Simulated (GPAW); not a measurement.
## Sb and the effect of the functional

Space group P2_1/m (No. 11). a = 4.528 Å, b = 4.421 Å, c = 6.500 Å, α = 90.00°, β = 101.72°, γ = 90.00°
```json
{"atom": "Sb", "site": "2e", "symmetry": "m", "x": "0.3399", "y": "0.2500", "z": "0.6837"}
{"atom": "Sb", "site": "2e", "symmetry": "m", "x": "0.9366", "y": "0.7500", "z": "0.7628"}
```

This isn't the form of Sb at room conditions, which is rhombohedral.

Kept alike: task band structure; k mesh 4 × 4 × 3; occupations fermi-dirac, width 0.05 eV; no spin polarisation. Program: GPAW, potentials by row: the program's PAW data sets (release 1.2.1) made for this functional (LDA); PAW data sets generated for this functional (PBEsol); GPAW PAW data sets (gpaw-data 1.2.1) (r2SCAN on files made for PBE), cutoff 600 eV. The mesh is that of the run's cell of 4 atoms. No spin-orbit coupling.

| functional | pressure (GPa) |
| --- | --- |
| LDA | -3.79 |
| PBEsol | -2.71 |
| r2SCAN | -0.94 |

Pressure is positive in compression; the values hold the error of the finite cutoff, so their zero can differ a little from the energy's minimum. For a metal such a mesh leaves the last digits unconverged.

Question: What does the functional change here?

Answer: The pressure runs from -3.79 (LDA) to -0.94 GPa (r2SCAN).
